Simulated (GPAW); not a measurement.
CdS (Greenockite):

```
CELL_PARAMETERS angstrom
4.15000 0.00000 0.00000
-2.07500 3.59401 0.00000
0.00000 0.00000 6.73700
ATOMIC_POSITIONS crystal
Cd 0.66667 0.33333 0.50000
Cd 0.33333 0.66667 0.00000
S 0.66667 0.33333 0.87500
S 0.33333 0.66667 0.37500
```

A sound run:

| Quantity | Value |
| --- | --- |
| Program | GPAW 26.7.0 |
| Task | single point |
| Functional | PBE |
| Potentials or basis | GPAW PAW data sets (gpaw-data 1.2.1) |
| Cutoff | 600 eV |
| Basis | pw |
| k mesh | 7 × 7 × 4 |
| Occupations | fermi-dirac, width 0.05 eV |
| Spin | no spin polarisation |

It gives pressure 1.8 GPa; largest force 0.067 eV/Å; band gap on the k mesh 1.18 eV, direct.

**Question.** What do these careless settings give instead: k mesh 3 × 3 × 2 in place of 7 × 7 × 4?

**Answer.** Pressure 2.1 GPa; largest force 0.018 eV/Å; band gap on the k mesh 1.16 eV, direct. The run converged, but these numbers show the error of the settings and aren't properties of the crystal.
